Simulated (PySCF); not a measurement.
## Unknown compound

An unknown has the formula C$_{8}$H$_{6}$. Its calculated NMR data are:

$^{1}$H NMR (600 MHz, computed): δ 7.90 (d, 2H), 7.63 (m, 2H), 7.61 (m, 1H), 2.81 (s, 1H).

$^{13}$C{$^{1}$H} NMR (computed): δ 139.6 (CH), 134.0 (CH), 133.8 (CH), 126.9 (C), 89.2 (C), 87.4 (CH).

PySCF 2.14.0 with density-fitted response routines calculation with NMR shieldings at PBE0/pcSseg-1/GIAO and geometry: GFN2-xTB; relativity neglected, in vacuum, averaged over atoms made equivalent by symmetry, fast rotation or ring inversion, one conformer.

Chemical shifts δ = σref − σ; TMS for $^{1}$H and $^{13}$C, all at this level.

**Question.** Propose a structure and justify it.

**Answer.** 
The formula gives 6 degrees of unsaturation (1 ring in the answer). 6 carbon signals for 8 carbons: some carbons are equivalent by symmetry or fast rotation. Carbon types of the structure: 2 × C, 6 × CH, which accounts for all hydrogens. δC 139.6, 134.0, 133.8: aromatic CH; the aromatic region. δC 126.9: substituted aromatic carbon. δC 89.2: alkyne carbon; sp carbons lie upfield of alkene carbons because the cylindrical π system leaves one tensor component strongly shielded. δC 87.4: terminal alkyne carbon; sp carbons lie upfield of alkene carbons because the cylindrical π system leaves one tensor component strongly shielded. δH 7.90, 7.63, 7.61: hydrogen on an aromatic CH; aromatic region. δH 2.81: hydrogen on a terminal alkyne carbon; it lies on the axis of the triple bond, in its shielding cone.

Structure: phenylacetylene (SMILES C#Cc1ccccc1).

The data come from this structure; uniqueness wasn't tested.

Shifts are as computed. Against solution values, carbons near 30 ppm lie about +3 ppm off and those near 130 ppm about +5 ppm. Of 246 compounds with measured shifts, 49 miss one by over three times the rms of a fit or turn the order of signals round; such compounds aren't used in these exercises. Multiplicities follow the n + 1 count of equivalent neighbours, as no J values were calculated; m marks all less simple cases, F and P coupling included.
